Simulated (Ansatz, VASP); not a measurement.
One calculation of Zn, two programs

Contents of INCAR:

```
  PREC = Accurate
  ENCUT = 520
  EDIFF = 1E-6
  ISMEAR = -1
  SIGMA = 0.1
  LREAL = False
  LASPH = True
  NELM = 60
  ALGO = Normal
  ISIF = 2
  LWAVE = False
  LCHARG = False
  GGA = RE
  NBANDS = 12
```

KPOINTS

```
regular mesh
0
Gamma
  16 16 16
```

The input POSCAR:

```
Zn
1.0
   -1.5404550866      1.5404550866      1.5404550866
    1.5404550866     -1.5404550866      1.5404550866
    1.5404550866      1.5404550866     -1.5404550866
Zn
1
Direct
    0.0000000000      0.0000000000      0.0000000000
```

Input for Ansatz:

```yaml
crystal:
  lattice:
    - [-1.5404550866, 1.5404550866, 1.5404550866]
    - [1.5404550866, -1.5404550866, 1.5404550866]
    - [1.5404550866, 1.5404550866, -1.5404550866]
  atoms:
    - { symbol: Zn, position: [0.0, 0.0, 0.0] }
hamiltonian:
  xc: revpbe
  pseudopotentials:
    kind: paw
    azcp:
      Zn: "pseudopotentials/Zn.paw.azcp"
basis:
  ecutwfc: 420
  fft_grid_basis: typed
kpoints:
  mp_grid: { grid: [16, 16, 16], shift: [0, 0, 0] }
magnetization:
  spin_polarized: false
scf:
  occupations: { method: fermi_dirac, width: 0.1 }
  lower_state_search: "off"
output:
  stress: true
  write_density: true
  write_potential: true
  elf: true
  volumetric_format: npy
```

Alike in both runs: task single point; functional revPBE; k mesh 16 × 16 × 16; occupations fermi-dirac, width 0.1 eV; no spin polarisation.

|  | VASP | Ansatz |
| --- | --- | --- |
| version | VASP 6.6.1 | Ansatz 0.2.0 |
| potentials or method | VASP PAW PBE potentials, release 64 (Zn) | plane waves (420 eV) with PAW, scalar-relativistic |
| plane-wave cutoff (eV) | 520 | 420 |
| valence electrons in the cell | 12 | 12 |

|  | VASP | Ansatz | Ansatz less VASP |
| --- | --- | --- | --- |
| pressure (GPa) | 6.6 | 6.2 | -0.38 |

Caveats: the PAW data sets were made with another functional, which shifts forces and pressure a little (VASP).
